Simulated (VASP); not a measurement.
Write an ASE script for VASP 6.6.1 that does the following.

- Task: single point
- Functional: PBE
- Potentials or basis: VASP PAW PBE potentials, release 64 (Mg)
- Cutoff: 500 eV
- k mesh: 10 × 10 × 5
- Occupations: gaussian, width 0.02 eV
- Spin: no spin polarisation
- Further INCAR settings: ALGO = Normal; EDIFF = 1.00e-07; NBANDS = 9

The structure of Mg lies in Mg.cif:

```cif
data_Mg
_cell_length_a 3.20930000
_cell_length_b 3.20930000
_cell_length_c 5.21030000
_cell_angle_alpha 90.00000000
_cell_angle_beta 90.00000000
_cell_angle_gamma 120.00000000
_space_group_name_H-M_alt 'P6_3/mmc'
_space_group_name_Hall '-P 6c 2c'
_space_group_IT_number 194
loop_
_space_group_symop_operation_xyz
'x,y,z'
'-x,-y,-z'
'x-y,x,z+1/2'
'-x+y,-x,-z+1/2'
'-y,x-y,z'
'y,-x+y,-z'
'-x,-y,z+1/2'
'x,y,-z+1/2'
'-x+y,-x,z'
'x-y,x,-z'
'y,-x+y,z+1/2'
'-y,x-y,-z+1/2'
'-y,-x,-z+1/2'
'y,x,z+1/2'
'-x,-x+y,-z'
'x,x-y,z'
'-x+y,y,-z+1/2'
'x-y,-y,z+1/2'
'y,x,-z'
'-y,-x,z'
'x,x-y,-z+1/2'
'-x,-x+y,z+1/2'
'x-y,-y,-z'
'-x+y,y,z'
loop_
_atom_site_label
_atom_site_type_symbol
_atom_site_symmetry_multiplicity
_atom_site_Wyckoff_symbol
_atom_site_fract_x
_atom_site_fract_y
_atom_site_fract_z
_atom_site_occupancy
Mg1 Mg 2 c 0.6666666667 0.3333333333 0.7500000000 1
```

These files were run (other wordings do the same):

run.py

```python
from ase.calculators.vasp import Vasp
from ase.dft.bandgap import bandgap
from ase.io import read

atoms = read('Mg.cif', primitive_cell=True, subtrans_included=False)
calc = Vasp(
    directory='calc',
    xc='pbe',
    pp='PBE',
    setups='minimal',
    prec='Accurate',
    encut=500,
    ediff=1e-07,
    ismear=0,
    sigma=0.02,
    lreal=False,
    lasph=True,
    nelm=100,
    algo='Normal',
    isif=2,
    lwave=False,
    lcharg=False,
    kpts=[10, 10, 5],
    gamma=True,
    nbands=9,
)
atoms.calc = calc

print('energy (eV):', atoms.get_potential_energy())
print('free energy (eV):', atoms.get_potential_energy(force_consistent=True))
print('forces (eV/A):')
print(atoms.get_forces())
print('stress (eV/A^3, Voigt):', atoms.get_stress())
print('Fermi level (eV):', calc.get_fermi_level())
gap, top, bottom = bandgap(calc)
print('band gap (eV):', gap, 'from (spin, k, band)', top, 'to', bottom)
```

Potentials or basis: VASP PAW PBE potentials, release 64 (Mg).

Launch:

```sh
$ python run.py
```

Results of the run:

```
Pressure               : -0.6 GPa
Band gap on the k mesh : none (metal or under the smearing width)
```

Run time: 11 s on 1 thread of AMD EPYC 9R45 (Zen 5), on a shared host, peak memory 0.13 GiB.
